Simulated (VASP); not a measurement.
Ir, 1 atom in the cell. It takes space group Fm-3m (No. 225, cubic). Conventional cell: a = 3.831 Å, b = 3.831 Å, c = 3.831 Å, α = 90.00°, β = 90.00°, γ = 90.00°. Ir (site symmetry m-3m) has 12 Ir at 2.71 Å as nearest neighbours. 

| Item | Value |
| --- | --- |
| Program | VASP 6.6.1 |
| Task | relaxation of cell and atoms |
| Functional | rev-vdW-DF2 |
| Potentials or basis | VASP PAW PBE potentials, release 64 (Ir) |
| Cutoff | 600 eV |
| k mesh | 16 × 16 × 16 |
| Occupations | methfessel-paxton, width 0.1 eV |
| Spin | no spin polarisation |
| Further INCAR settings | ALGO = Normal; EDIFF = 1e-06; IBRION = 2; EDIFFG = -0.01; NSW = 90; ISIF = 3 |

Potentials or basis: VASP PAW PBE potentials, release 64 (Ir).

Command:

```console
$ cat potpaw_PBE.64/Ir/POTCAR > POTCAR
$ mpirun -np 1 vasp_std > vasp.out
```

Hardware: 1 thread of Intel(R) Xeon(R) Platinum 8488C (Sapphire Rapids), on a shared host.

Question: Estimate the wall time of this run.

Answer: It took 62 s on 1 thread of Intel(R) Xeon(R) Platinum 8488C (Sapphire Rapids) (shared host), peak memory 0.27 GiB. Counts: scf iterations 29, k points 145, ion steps 4.
